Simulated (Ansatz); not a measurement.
# Si (I4/mmm) in Ansatz: notebook

The runs below take Si through band structure, single point, equation of state, with LDA.

Program: Ansatz 0.2.0. These are calculated values, not measurements. Logs are shortened: lines on timing, memory, paths and dates and some standing lists are left out, and cuts for length are marked.

### 1 The structure

Symmetry: I4/mmm, No. 139, tetragonal system. The conventional cell has a = 3.254 Å, b = 3.254 Å, c = 2.641 Å, α = 90.00°, β = 90.00°, γ = 90.00°. Si (site symmetry 4/mmm) is surrounded by 10 Si at 2.64 to 2.65 Å.

This isn't the form of Si at room conditions, which is diamond.

### 2 Band structure, LDA

input.yaml reads:

```yaml
crystal:
  lattice:
    - [-1.62691493, 1.62691493, 1.32032985]
    - [1.62691493, -1.62691493, 1.32032985]
    - [1.62691493, 1.62691493, -1.32032985]
  atoms:
    - { symbol: Si, position: [0.0, 0.0, 0.0] }
hamiltonian:
  xc: lda
  pseudopotentials: { kind: paw }
kpoints:
  mp_grid: { grid: [13, 13, 13] }
  band_path:
    path:
      - [[0.0, 0.0, 0.0], [0.0, 0.0, 0.5], [-0.5, 0.5, 0.5], [0.0, 0.0, 0.0], [0.4146551061, 0.4146551061, -0.4146551061], [0.25, 0.25, 0.25], [0.0, 0.5, 0.0], [-0.4146551061, 0.5853448939, 0.4146551061], [-0.5, 0.5, 0.5]]
      - [[0.0, 0.0, 0.5], [0.25, 0.25, 0.25]]
    npoints: 14
scf:
  occupations: { method: fermi_dirac, width: 0.05 }
  n_extra_bands: 6
output:
  forces: true
  stress: true
  eigenvalues: true
  fatbands: true
```

Potentials or basis: Ansatz PAW.

Run with:

```sh
$ ansatz run input.yaml --threads 2 --pin off --max-ram 5632MiB --backend cpu --events-out ev --progress --plain --runs-dir out
```

Standard output:

```text
Warning: RAYON_NUM_THREADS=2 ignored (pool sized by the plan → 2); use --threads N
scf.n_extra_bands = 6 over 2 filled bands (N_el = 4.0): the run solves 8 bands
Engine: ansatz 0.2.0, aarch64-unknown-linux-gnu
Pseudopotentials: kind: paw
Pseudopotential: Si, paw, valence charge 4, recommended cutoff 420 eV (normal), Si.paw.azcp
Functional definition: SPW92
  exchange = slater_x
  correlation = pw_c
Crystal: 1 atoms, lattice volume = 13.979 Å³
Basis set: ecut = 420 eV, 273 PW (Γ)
Bands: 8, of which v1, the nominal top of the filled ones, is band 2 counted from 1 (1 counted from 0)
Symmetry: 16 space group operations
Space group: I4/mmm (ITA 139), of the structure as read, at distance tolerance 2.4e-5 Å
k-points: 196 of 2197
Non-local potential: Si, projectors of the file, l = 0: 2, l = 1: 2, l = 2: 2
PAW form: soft (Blöchl's): semilocal exchange-correlation on the pseudo side does not see the compensation charge
PAW frozen core: Si, regenerated for the run's functional, and the local potential with it (the file was generated under x = pbe(κ = 0.804, μ = 0.2195149727645171), c = pbe(β = 0.06672455060314922))
PAW one-centre angular grid: Si, 110 points (default); XC on 64 Gauss nodes
Initial density: superposition of atomic densities (neutral atoms: chi_scale 0, normalization atom), corrected by the library's trained network
Initial wavefunctions: pseudopotential atomic-orbital guess
Functional: x = slater, c = lda
SCF iter   1: F=—  HF=-608.245399 eV  |F-HF|=—  |Δ(HF+E_count)|=         —  Δρ=4.12e-3  dr2=1.86e-3  ethr=1.77e-3  ⟨swp⟩=5.8  Hψ=13142  notcnv=0  defer=61
preconditioner: auto → none  [metal: Δε(μ)=0.004 eV  Ē_g=17.397 eV  σ=0.050 eV  W_gap=0.02  n_scr=0 (ndim 8)  ℏωp=19.9 eV  f_vac=0.000  D(μ)=0.62/eV (n_scr^D=4)]
SCF iter   2: F=—  HF=-608.244710 eV  |F-HF|=—  |Δ(HF+E_count)|=   6.90e-4  Δρ=1.62e-3  dr2=2.49e-4  ethr=4.65e-5  ⟨swp⟩=1.1  Hψ=3170  notcnv=0  defer=112
SCF iter   3: F=—  HF=-608.244608 eV  |F-HF|=—  |Δ(HF+E_count)|=   1.01e-4  Δρ=1.73e-4  dr2=1.56e-6  ethr=6.22e-6  ⟨swp⟩=2.0  Hψ=1684  notcnv=0  defer=112
SCF iter   4: F=—  HF=-608.244609 eV  |F-HF|=—  |Δ(HF+E_count)|=   2.08e-7  Δρ=2.12e-5  dr2=5.91e-8  ethr=3.91e-8  ⟨swp⟩=2.0  Hψ=1690  notcnv=0  defer=112
iter 5 did not close the SCF: its close was put off for the readings that it lacked (scf_convergence_deferred on its scf_iter line)
SCF iter   5: F=-608.244609 eV  HF=-608.244609 eV  |F-HF|=3.11e-9  |Δ(HF+E_count)|=   2.29e-8  Δρ=6.73e-6  dr2=5.87e-9  ethr=1.48e-9  ⟨swp⟩=1.1  Hψ=1313  notcnv=0  defer=112
SCF iter   6: F=-608.244609 eV  HF=-608.244609 eV  |F-HF|=1.93e-12  |Δ(HF+E_count)|=   2.58e-9  Δρ=1.87e-7  dr2=4.47e-12  ethr=1.47e-10  ⟨swp⟩=4.4  Hψ=6507  notcnv=0
SCF 1 converged in 6 iterations: F = -608.244609 eV  dr2 = 4.47e-12
NSCF: frozen V_eff on 128 k-points
SCF converged after 6 iterations
Free energy (F): -608.244609 eV
Harris-Foulkes:  -608.244609 eV  (|F-HF|=1.93e-12)
Internal energy: -608.239726 eV  (E = F + TS)
E sigma→0 (E₀):  -608.242167 eV
Entropy (-TS):   -0.004882 eV (-4.882 meV/atom)
Fermi energy:    10.922769 eV
--- Per-component energies (eV) ---
  E_band       = 20.594588
  E_kinetic    = 42.127118
  E_local      = 2.112848  (includes V_loc(G=0)·N_el)
  E_nonlocal   = 26.482774
  E_hartree    = 0.512621
  E_xc         = -56.107719
  E_vxc        = -48.788556  (∫ρ·V_xc dr)
  E_paw        = -485.580771  (= ΣΔE_a)
  E_vpaw       = -2.364846  (= ΣTr[D̂ρ^β])
  E_aug_tail   = 0.000006  (compensation charges beyond the density's cutoff)
  E_ewald      = -137.870934
  E_core_change = 0.084331  (= ΣΔE_core)
  E_smearing   = -0.004882  (= −TS)
  E_closure    = -0.000000  (closes the sum)
  Σ components = -608.244609   (vs F -608.244609, Δ=0.00e0)
--- Forces (eV/Å), atoms counted from 1 ---
  atom   1  Si     0.00000000    -0.00000000    -0.00000000
  max |Σ_I F_I| component: 6.90e-31 eV/Å
--- Stress (GPa, compression-positive) ---
        0.764473      -0.000000      -0.000000
       -0.000000       0.764473       0.000000
       -0.000000       0.000000      -2.306594
  P = ⅓ Tr σ = -0.2592 GPa (-2.592 kbar)
--- Band table (eV; the first three rows and the last of 196) ---
  k-point 0: bands = ["-3.7480", "20.5215", "20.9698", "20.9698", "23.9005", "24.6238", "26.0922", "26.0922"]
  k-point 1: bands = ["-3.5867", "17.9055", "21.0652", "22.4019", "23.6546", "24.5453", "25.7317", "27.3145"]
  k-point 2: bands = ["-3.1036", "14.8157", "21.3362", "22.4377", "22.9263", "24.9134", "25.4261", "28.3720"]
  k-point 195: bands = ["7.3212", "8.6339", "10.2307", "12.8196", "15.1513", "17.5740", "35.4181", "35.5367"]
```

Wall time 1.3 s (2 threads of Arm Neoverse V2, shared host); peak memory 0.26 GiB.

What came out:

```
Free energy            : -608.2446 eV
Pressure               : -0.3 GPa
Band gap on the k mesh : none (metal or under the smearing width)
```

Levels at the corners of the path, in eV from the Fermi level:
| point | band 1 | band 2 | band 3 | band 4 | band 5 | band 6 | band 7 |
| --- | --- | --- | --- | --- | --- | --- | --- |
| Γ | -14.67 | 9.60 | 10.05 | 10.05 | 12.98 | 13.70 | 15.17 |
| X | -8.51 | -7.33 | 8.96 | 11.49 | 11.63 | 11.79 | 17.20 |
| M | -2.36 | -2.36 | -1.50 | 1.25 | 4.16 | 6.57 | 24.89 |
| Γ | -14.67 | 9.60 | 10.05 | 10.05 | 12.98 | 13.70 | 15.17 |
| Z | -1.81 | -1.81 | -1.27 | -0.43 | 1.87 | 12.32 | 22.25 |
| P | -3.83 | -3.13 | -2.38 | -2.38 | 19.18 | 19.18 | 19.32 |
| N | -6.39 | -6.06 | 4.78 | 6.37 | 6.55 | 9.29 | 18.62 |
| Z1 | -1.81 | -1.81 | -1.27 | -0.43 | 1.87 | 12.32 | 22.25 |
| M | -2.36 | -2.36 | -1.50 | 1.25 | 4.16 | 6.57 | 24.89 |
| X | -8.51 | -7.33 | 8.96 | 11.49 | 11.63 | 11.79 | 17.20 |
| P | -3.83 | -3.13 | -2.38 | -2.38 | 19.18 | 19.18 | 19.32 |

Caveat: the PAW data sets come from PBE, with cores solved anew for the run's functional, which leaves a small shift of forces and pressure.

### 3 Single point, LDA, 13.14 Å³/atom (volume scaled by 0.94)

input.yaml reads:

```yaml
crystal:
  lattice:
    - [-1.5937032655, 1.5937032655, 1.29337678]
    - [1.5937032655, -1.5937032655, 1.29337678]
    - [1.5937032655, 1.5937032655, -1.29337678]
  atoms:
    - { symbol: Si, position: [0.0, 0.0, 0.0] }
hamiltonian:
  xc: lda
  pseudopotentials: { kind: paw }
kpoints:
  mp_grid: { grid: [13, 13, 13] }
scf:
  occupations: { method: fermi_dirac, width: 0.05 }
output:
  forces: true
  stress: true
  eigenvalues: true
  write_density: true
  write_potential: true
  elf: true
  volumetric_format: npy
```

Potentials or basis: Ansatz PAW.

Run with:

```sh
$ ansatz run input.yaml --threads 2 --pin off --max-ram 5632MiB --backend cpu --events-out ev --progress --plain --runs-dir out
```

Run time: 0.97 s. Hardware: 2 threads of Arm Neoverse V2, shared host; peak memory 0.26 GiB.

The run converged. Its results:

- Free energy: -608.2288 eV
- Pressure: 6.6 GPa
- Band gap on the k mesh: none (metal or under the smearing width)

Caveat: the PAW data sets come from PBE, with cores solved anew for the run's functional, which leaves a small shift of forces and pressure.

### 4 Single point, LDA, 13.42 Å³/atom (volume scaled by 0.96)

input.yaml reads:

```yaml
crystal:
  lattice:
    - [-1.6049268977, 1.6049268977, 1.3024853673]
    - [1.6049268977, -1.6049268977, 1.3024853673]
    - [1.6049268977, 1.6049268977, -1.3024853673]
  atoms:
    - { symbol: Si, position: [0.0, 0.0, 0.0] }
hamiltonian:
  xc: lda
  pseudopotentials: { kind: paw }
kpoints:
  mp_grid: { grid: [13, 13, 13] }
scf:
  occupations: { method: fermi_dirac, width: 0.05 }
output:
  forces: true
  stress: true
  eigenvalues: true
```

Run with:

```sh
$ ansatz run input.yaml --threads 2 --pin off --max-ram 5632MiB --backend cpu --events-out ev --progress --plain --runs-dir out
```

It took 0.73 s on 2 threads of Arm Neoverse V2, shared host; peak memory 0.26 GiB.

It converged, with:

```yaml
Free_energy: -608.2381 eV
Pressure: 4.1 GPa
Band_gap_on_the_k_mesh: none (metal or under the smearing width)
```

Caveat: the PAW data sets come from PBE, with cores solved anew for the run's functional, which leaves a small shift of forces and pressure.

### 5 Single point, LDA, 13.70 Å³/atom (volume scaled by 0.98)

Changes to input.yaml since step 4:

```diff
@@ -2,5 +2,5 @@
   lattice:
-    - [-1.6049268977, 1.6049268977, 1.3024853673]
-    - [1.6049268977, -1.6049268977, 1.3024853673]
-    - [1.6049268977, 1.6049268977, -1.3024853673]
+    - [-1.6159957088, 1.6159957088, 1.3114683088]
+    - [1.6159957088, -1.6159957088, 1.3114683088]
+    - [1.6159957088, 1.6159957088, -1.3114683088]
   atoms:
```

Run with:

```sh
$ ansatz run input.yaml --threads 2 --pin off --max-ram 5632MiB --backend cpu --events-out ev --progress --plain --runs-dir out
```

Wall time 0.7 s (2 threads of Arm Neoverse V2, shared host); peak memory 0.26 GiB.

It converged, with:

```
Free energy            : -608.2433 eV
Pressure               : 1.8 GPa
Band gap on the k mesh : none (metal or under the smearing width)
```

Caveat: the PAW data sets come from PBE, with cores solved anew for the run's functional, which leaves a small shift of forces and pressure.

### 6 Single point, LDA, 13.98 Å³/atom

input.yaml reads:

```yaml
crystal:
  lattice:
    - [-1.62691493, 1.62691493, 1.32032985]
    - [1.62691493, -1.62691493, 1.32032985]
    - [1.62691493, 1.62691493, -1.32032985]
  atoms:
    - { symbol: Si, position: [0.0, 0.0, 0.0] }
hamiltonian:
  xc: lda
  pseudopotentials: { kind: paw }
kpoints:
  mp_grid: { grid: [13, 13, 13] }
scf:
  occupations: { method: fermi_dirac, width: 0.05 }
output:
  forces: true
  stress: true
  eigenvalues: true
  write_density: true
  write_potential: true
  elf: true
  volumetric_format: npy
```

Potentials or basis: Ansatz PAW.

Run with:

```sh
$ ansatz run input.yaml --threads 2 --pin off --max-ram 5632MiB --backend cpu --events-out ev --progress --plain --runs-dir out
```

It took 1 s on 2 threads of Arm Neoverse V2, shared host; peak memory 0.26 GiB.

The run converged. Its results:

```
Free energy            : -608.2446 eV
Pressure               : -0.3 GPa
Band gap on the k mesh : none (metal or under the smearing width)
```

Caveat: the PAW data sets come from PBE, with cores solved anew for the run's functional, which leaves a small shift of forces and pressure.

### 7 Single point, LDA, 14.26 Å³/atom (volume scaled by 1.02)

input.yaml reads:

```yaml
crystal:
  lattice:
    - [-1.6376895151, 1.6376895151, 1.3290740111]
    - [1.6376895151, -1.6376895151, 1.3290740111]
    - [1.6376895151, 1.6376895151, -1.3290740111]
  atoms:
    - { symbol: Si, position: [0.0, 0.0, 0.0] }
hamiltonian:
  xc: lda
  pseudopotentials: { kind: paw }
kpoints:
  mp_grid: { grid: [13, 13, 13] }
scf:
  occupations: { method: fermi_dirac, width: 0.05 }
output:
  forces: true
  stress: true
  eigenvalues: true
```

Run with:

```sh
$ ansatz run input.yaml --threads 2 --pin off --max-ram 5632MiB --backend cpu --events-out ev --progress --plain --runs-dir out
```

It took 0.72 s on 2 threads of Arm Neoverse V2, shared host; peak memory 0.26 GiB.

The run converged. Its results:

* Free energy: -608.2425 eV
* Pressure: -2.0 GPa
* Band gap on the k mesh: none (metal or under the smearing width)

Caveat: the PAW data sets come from PBE, with cores solved anew for the run's functional, which leaves a small shift of forces and pressure.

### 8 Single point, LDA, 14.54 Å³/atom (volume scaled by 1.04)

Changes to input.yaml since step 7:

```diff
@@ -2,5 +2,5 @@
   lattice:
-    - [-1.6376895151, 1.6376895151, 1.3290740111]
-    - [1.6376895151, -1.6376895151, 1.3290740111]
-    - [1.6376895151, 1.6376895151, -1.3290740111]
+    - [-1.6483241605, 1.6483241605, 1.3377046037]
+    - [1.6483241605, -1.6483241605, 1.3377046037]
+    - [1.6483241605, 1.6483241605, -1.3377046037]
   atoms:
```

Run with:

```sh
$ ansatz run input.yaml --threads 2 --pin off --max-ram 5632MiB --backend cpu --events-out ev --progress --plain --runs-dir out
```

Wall time 0.72 s (2 threads of Arm Neoverse V2, shared host); peak memory 0.26 GiB.

It converged, with:

| Item | Value |
| --- | --- |
| Free energy | -608.2376 eV |
| Pressure | -3.6 GPa |
| Band gap on the k mesh | none (metal or under the smearing width) |

Caveat: the PAW data sets come from PBE, with cores solved anew for the run's functional, which leaves a small shift of forces and pressure.

### 9 Single point, LDA, 14.82 Å³/atom (volume scaled by 1.06)

Changes to input.yaml since step 8:

```diff
@@ -2,5 +2,5 @@
   lattice:
-    - [-1.6483241605, 1.6483241605, 1.3377046037]
-    - [1.6483241605, -1.6483241605, 1.3377046037]
-    - [1.6483241605, 1.6483241605, -1.3377046037]
+    - [-1.6588233236, 1.6588233236, 1.3462252449]
+    - [1.6588233236, -1.6588233236, 1.3462252449]
+    - [1.6588233236, 1.6588233236, -1.3462252449]
   atoms:
```

Potentials or basis: Ansatz PAW.

Run with:

```sh
$ ansatz run input.yaml --threads 2 --pin off --max-ram 5632MiB --backend cpu --events-out ev --progress --plain --runs-dir out
```

Run time: 0.74 s. Hardware: 2 threads of Arm Neoverse V2, shared host; peak memory 0.26 GiB.

It converged, with:

| Item | Value |
| --- | --- |
| Free energy | -608.2301 eV |
| Pressure | -5.0 GPa |
| Band gap on the k mesh | none (metal or under the smearing width) |

Caveat: the PAW data sets come from PBE, with cores solved anew for the run's functional, which leaves a small shift of forces and pressure.

### 10 Equation of state, LDA

No new run: the results of the series are fitted here.

Results:

| Property | Result |
| --- | --- |
| Equilibrium volume | 13.94 Å³/atom |
| Bulk modulus at fixed shape and positions | 97 GPa |
| Pressure derivative of the bulk modulus | 5.2 (rough: it moves with the points fitted) |

Energy against volume, from the lowest point:
```tsv
volume (Å³/atom)	energy (meV/atom)
13.140	15.81
13.420	6.48
13.699	1.32
13.979	0.00
14.258	2.06
14.538	6.98
14.818	14.52
```

Caveat: the cell was scaled at fixed shape and fractional positions, which overstates the stiffness of a crystal with free parameters, most of all of layers and chains.
